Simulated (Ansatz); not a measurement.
## ZrC in Ansatz: the effect of functional

Crystal: ZrC.

```
Zr C
1.0
     0.00000    2.39612    2.39612
     2.39612    0.00000    2.39612
     2.39612    2.39612    0.00000
Zr C
1 1
Direct
  0.50000 0.50000 0.50000
  0.00000 0.00000 0.00000
```

The cell isn't the ideal one: volume scaled by 1.04.

Alike in all runs:

| Item | Value |
| --- | --- |
| Program | Ansatz 0.2.0 |
| Task | single point |
| Potentials or basis | Ansatz PAW |
| k mesh | 10 × 10 × 10 |
| Occupations | fermi-dirac, width 0.05 eV |
| Spin | no spin polarisation |

One run gave: pressure -19.5 GPa. Which functional did it use?
A. LDA
B. r2SCAN
C. PBE

A.

| functional | cutoff | pressure (GPa) |
| --- | --- | --- |
| LDA | 420 eV (not typed: the program's choice for these potentials) | -19.5 |
| r2SCAN | 500 eV (not typed: the program's choice for these potentials) | -10.5 |
| PBE | 420 eV (not typed: the program's choice for these potentials) | -10.5 |

Caveats: the PAW data sets come from PBE, with cores solved anew for the run's functional, which leaves a small shift of forces and pressure (some runs).
